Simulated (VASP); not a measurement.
# PbS (Galena) (Fm-3m) in VASP: further runs, part 2 of 2

VASP 6.6.1. Earlier steps stand in the parts before.

### 5 Relaxation of the atoms, PBE+D3(BJ)

Input file INCAR:

```
SYSTEM = PbS
PREC = Accurate ; ENCUT = 600
EDIFF = 1E-7 ; ISMEAR = 0
SIGMA = 0.03 ; LREAL = .FALSE.
LASPH = .TRUE. ; NELM = 80
ALGO = Normal ; ISIF = 2
LWAVE = .FALSE. ; LCHARG = .FALSE.
GGA = PE ; IVDW = 12
IBRION = 2 ; NSW = 40
EDIFFG = -0.01
```

Input file KPOINTS:

```
Automatic mesh
0
G
  8 8 8
  0 0 0
```

Input file POSCAR:

```
PbS                                     
1.0
   -0.0000000000      2.9670730044      2.9670730044
    2.9670730044     -0.0000000000      2.9670730044
    2.9670730044      2.9670730044      0.0000000000
  Pb              S             
     1     1
Direct
     0.0000000000000000    1.0000000000000000    1.0000000000000000
     0.5000000000000000    0.5000000000000000    0.5000000000000000
```

Potentials or basis: VASP PAW PBE potentials, release 64 (Pb_d, S).

Run with:

```bash
cat potpaw_PBE.64/Pb_d/POTCAR potpaw_PBE.64/S/POTCAR > POTCAR
mpirun -np 1 vasp_std > vasp.out
```

OUTCAR:

```text
SYSTEM = PbS
   PREC = Accurate
   ENCUT = 600
   EDIFF = 1E-7
   ISMEAR = 0
   LREAL = .FALSE.
   LASPH = .TRUE.
   NELM = 80
   ISIF = 2
   GGA = PE
   IVDW = 12
   IBRION = 2
   NSW = 40
   EDIFFG = -0.01
 IVDW          = 12

 ion  position               nearest neighbor table
   1  0.000  0.000  0.000-   2 2.97   2 2.97   2 2.97   2 2.97   2 2.97   2 2.97
   2  0.500  0.500  0.500-   1 2.97   1 2.97   1 2.97   1 2.97   1 2.97   1 2.97

  LATTYP: Found a face centered cubic cell.
 ALAT       =     5.9341460088

  Lattice vectors:

 A1 = (   0.0000000000,   2.9670730044,   2.9670730044)
 A2 = (   2.9670730044,   0.0000000000,   2.9670730044)
 A3 = (   2.9670730044,   2.9670730044,   0.0000000000)

Analysis of symmetry for initial positions (statically):
=====================================================================
 Subroutine PRICEL returns:
 Original cell was already a primitive cell.

 Routine SETGRP: Setting up the symmetry group for a
 face centered cubic supercell.

 Subroutine GETGRP returns: Found 48 space group operations
 (whereof 48 operations were pure point group operations)
 out of a pool of 48 trial point group operations.

The static configuration has the point symmetry O_h .

Analysis of symmetry for dynamics (positions and initial velocities):
=====================================================================
 Subroutine PRICEL returns:
 Original cell was already a primitive cell.

 Routine SETGRP: Setting up the symmetry group for a
 face centered cubic supercell.

 Subroutine GETGRP returns: Found 48 space group operations
 (whereof 48 operations were pure point group operations)
 out of a pool of 48 trial point group operations.

The dynamic configuration has the point symmetry O_h .

 Subroutine INISYM returns: Found 48 space group operations
 (whereof 48 operations are pure point group operations),
 and found     1 'primitive' translations

----------------------------------------------------------------------------------------

[... 126 lines left out ...]
  energy-cutoff  :      600.00
  volume of cell :       52.24
 maximum number of plane-waves:      1807
 NGX is ok and might be reduce to    36
   NGX = 17   NGY = 17   NGZ = 17

 number of electron      20.0000002 magnetization

 Free energy of the ion-electron system (eV)
  ---------------------------------------------------
  ext. energy  EPLUGINS =         0.00000000
  ---------------------------------------------------
  free energy    TOTEN  =        -8.75723990 eV

  energy without entropy =       -8.75723990  energy(sigma->0) =       -8.75723990

 E-fermi :   5.9894     XC(G=0):  -9.6759

 val. band max:        5.8035717798   @ k =   0.5000   0.0000   0.0000
 cond. band min:       6.1729585631   @ k =   0.5000   0.0000   0.0000
 fundamental gap:      0.3693867834
 Fermi energy:         5.9894203036

 k-point     1 :       0.0000    0.0000    0.0000
  band No.  band energies     occupation
      1     -11.0173      2.00000
      2     -11.0173      2.00000
      3     -11.0173      2.00000
      4     -11.0008      2.00000
      5     -11.0008      2.00000
      6      -7.7805      2.00000
      7      -0.2338      2.00000
      8       3.6380      2.00000
      9       3.6380      2.00000
     10       3.6380      2.00000
     11      11.0138      0.00000
     12      11.0138      0.00000
     13      11.0138      0.00000
     14      12.5386      0.00000
[... 377 lines left out ...]
      1     -11.0699      2.00000
      2     -11.0182      2.00000
      3     -11.0013      2.00000
      4     -10.9884      2.00000
      5     -10.9674      2.00000
      6      -6.3173      2.00000
      7      -2.6697      2.00000
      8       2.3733      2.00000
      9       2.7973      2.00000
     10       4.8143      2.00000
     11       7.3642      0.00000
     12       9.2086      0.00000
     13       9.8325      0.00000
     14      13.8170      0.00000

 [... further k-points ...]

------------------------ aborting loop because EDIFF is reached ----------------------------------------

 Edisp (eV)   -0.69345

 E8    (eV) :    -0.3122

  FORCE on cell =-STRESS in cart. coord.  units (eV):
  Direction    XX          YY          ZZ          XY          YZ          ZX
  --------------------------------------------------------------------------------------
  -------------------------------------------------------------------------------------
  Total      -0.00753    -0.00753    -0.00753     0.00000     0.00000    -0.00000
  in kB      -0.23083    -0.23083    -0.23083     0.00000     0.00000    -0.00000
  external pressure =       -0.23 kB  Pullay stress =        0.00 kB

 VOLUME and BASIS-vectors are now :
 -----------------------------------------------------------------------------
  energy-cutoff  :      600.00
  volume of cell :       52.24
      direct lattice vectors                 reciprocal lattice vectors
     0.000000000  2.967073004  2.967073004    -0.168516245  0.168516245  0.168516245
     2.967073004  0.000000000  2.967073004     0.168516245 -0.168516245  0.168516245
     2.967073004  2.967073004  0.000000000     0.168516245  0.168516245 -0.168516245

 POSITION                                       TOTAL-FORCE (eV/Angst)
 -----------------------------------------------------------------------------------
      0.00000      0.00000      0.00000        -0.000000      0.000000      0.000000
      2.96707      2.96707      2.96707         0.000000     -0.000000     -0.000000
 -----------------------------------------------------------------------------------
    total drift:                                0.000000      0.000000      0.000000

  FREE ENERGIE OF THE ION-ELECTRON SYSTEM (eV)
  ---------------------------------------------------
  free  energy   TOTEN  =        -9.4506924972 eV

  energy  without entropy=       -9.4506924972  energy(sigma->0) =       -9.45069250

 reached required accuracy - stopping structural energy minimisation
```

OSZICAR:

```text
N       E                     dE             d eps       ncg     rms          rms(c)
DAV:   1     0.168695324346E+03    0.16870E+03   -0.10611E+04   812   0.169E+03
DAV:   2     0.613235757825E+01   -0.16256E+03   -0.15860E+03   836   0.381E+02
DAV:   3    -0.881707600681E+01   -0.14949E+02   -0.14630E+02  1078   0.114E+02
DAV:   4    -0.922750982350E+01   -0.41043E+00   -0.41017E+00   912   0.211E+01
DAV:   5    -0.924117951115E+01   -0.13670E-01   -0.13668E-01  1164   0.403E+00    0.462E+00
DAV:   6    -0.875291285391E+01    0.48827E+00   -0.14965E+00  1208   0.972E+00    0.328E+00
DAV:   7    -0.875382007344E+01   -0.90722E-03   -0.15305E-01   906   0.225E+00    0.187E+00
DAV:   8    -0.875745198983E+01   -0.36319E-02   -0.16395E-02   878   0.166E+00    0.237E-01
DAV:   9    -0.875705047395E+01    0.40152E-03   -0.33594E-03  1260   0.599E-01    0.886E-02
DAV:  10    -0.875723218240E+01   -0.18171E-03   -0.36156E-04   872   0.134E-01    0.506E-02
DAV:  11    -0.875723871960E+01   -0.65372E-05   -0.80198E-05  1034   0.112E-01    0.165E-02
DAV:  12    -0.875723973831E+01   -0.10187E-05   -0.48855E-06  1010   0.220E-02    0.149E-03
DAV:  13    -0.875723985380E+01   -0.11548E-06   -0.13684E-07   748   0.488E-03    0.123E-03
DAV:  14    -0.875723990115E+01   -0.47359E-07   -0.12797E-07   774   0.292E-03
   1 F= -.94506925E+01 E0= -.94506925E+01  d E =-.945069E+01
```

CONTCAR:

```text
PbS
   1.00000000000000
     0.0000000000000000    2.9670730044000000    2.9670730044000000
     2.9670730044000000    0.0000000000000000    2.9670730044000000
     2.9670730044000000    2.9670730044000000    0.0000000000000000
  Pb              S
     1     1
Direct
     0.0000000000000000    0.0000000000000000    0.0000000000000000
     0.5000000000000000    0.5000000000000000    0.5000000000000000

  0.00000000E+00  0.00000000E+00  0.00000000E+00
  0.00000000E+00  0.00000000E+00  0.00000000E+00
```

Run time: 12 s. Hardware: 1 thread of Intel Xeon 6975P-C (Granite Rapids), shared host; peak memory 0.22 GiB.

What came out:

```
Free energy                : -9.4507 eV
Pressure after relaxing    : 0.0 GPa
Band gap on the k mesh     : 0.37 eV, direct
Dispersion energy per atom : -0.347 eV
```

Final structure:
```xyz
2
Lattice="0.0000 2.9671 2.9671 2.9671 0.0000 2.9671 2.9671 2.9671 0.0000" Properties=species:S:1:pos:R:3 pbc="T T T"
Pb    0.0000    0.0000    0.0000
S     2.9671    2.9671    2.9671
```

Levels at points of the mesh, in eV from the valence-band top:
| k point | band 8 | band 9 | band 10 | band 11 | band 12 | band 13 |
| --- | --- | --- | --- | --- | --- | --- |
| (0.00, 0.00, 0.00) | -2.17 | -2.17 | -2.17 | 5.21 | 5.21 | 5.21 |
| (0.50, 0.00, 0.00) | -1.78 | -1.78 | 0.00 | 0.37 | 1.97 | 1.97 |
| (0.50, 0.50, 0.00) | -5.18 | -3.43 | -3.43 | 3.87 | 5.57 | 5.68 |

Caveat: the relaxation stopped at its first step, so nothing moved; spin-orbit coupling is left out, which as a rule narrows the gap of such compounds by several tenths of an eV. A k mesh can miss the band edges.

### 6 Relaxation of the atoms, PBE+D3(BJ) (a relaxed cell with its volume scaled by 1.02)

INCAR is that of step 5.

KPOINTS is that of step 5.

Input file POSCAR:

```
PbS                                     
1.0
   -0.0000000000      2.9867230672      2.9867230672
    2.9867230672     -0.0000000000      2.9867230672
    2.9867230672      2.9867230672      0.0000000000
  Pb              S             
     1     1
Direct
     0.0000000000000000    1.0000000000000000    1.0000000000000000
     0.5000000000000000    0.5000000000000000    0.5000000000000000
```

Potentials or basis: VASP PAW PBE potentials, release 64 (Pb_d, S).

Run with:

```bash
cat potpaw_PBE.64/Pb_d/POTCAR potpaw_PBE.64/S/POTCAR > POTCAR
mpirun -np 1 vasp_std > vasp.out
```

Run time: 11 s. Hardware: 1 thread of Intel Xeon 6975P-C (Granite Rapids), shared host; peak memory 0.22 GiB.

Results (log left out):

```yaml
Free_energy: -9.4470 eV
Pressure_after_relaxing: -1.1 GPa
Band_gap_on_the_k_mesh: 0.44 eV, direct
Dispersion_energy_per_atom: -0.340 eV
```

Final structure:
```
Pb S
1.0
     0.00000    2.98672    2.98672
     2.98672    0.00000    2.98672
     2.98672    2.98672    0.00000
Pb S
1 1
Direct
  0.00000 0.00000 0.00000
  0.50000 0.50000 0.50000
```

Levels at points of the mesh, in eV from the valence-band top:
```
           k point  band 8  band 9  band 10  band 11  band 12  band 13
(0.00, 0.00, 0.00)   -2.05   -2.05    -2.05     5.17     5.17     5.17
(0.50, 0.00, 0.00)   -1.67   -1.67     0.00     0.44     2.03     2.03
(0.50, 0.50, 0.00)   -4.99   -3.28    -3.28     3.98     5.53     5.63
```

Caveat: the relaxation stopped at its first step, so nothing moved; spin-orbit coupling is left out, which as a rule narrows the gap of such compounds by several tenths of an eV. A k mesh can miss the band edges.

### 7 Overview

| cell | gap on the mesh (eV) | pressure (GPa) |
| --- | --- | --- |
| atoms relaxed from: a relaxed cell with its volume scaled by 0.94 | 0.12 | 4.0 |
| atoms relaxed from: a relaxed cell with its volume scaled by 0.96 | 0.21 | 2.5 |
| atoms relaxed from: a relaxed cell with its volume scaled by 0.98 | 0.29 | 1.2 |
| atoms relaxed | 0.37 | 0.0 |
| atoms relaxed from: a relaxed cell with its volume scaled by 1.02 | 0.44 | -1.1 |

Alike in all rows: task relaxation of the atoms; level PBE+D3(BJ); potentials or basis VASP PAW PBE potentials, release 64 (Pb_d, S); no spin polarisation; k mesh 8 × 8 × 8; cutoff (eV) 600; smearing gaussian 0.03 eV.

Caveats: the relaxation stopped at its first step, so nothing moved; spin-orbit coupling is left out, which as a rule narrows the gap of such compounds by several tenths of an eV.

Absolute energies hang on the potentials; compare differences alone.
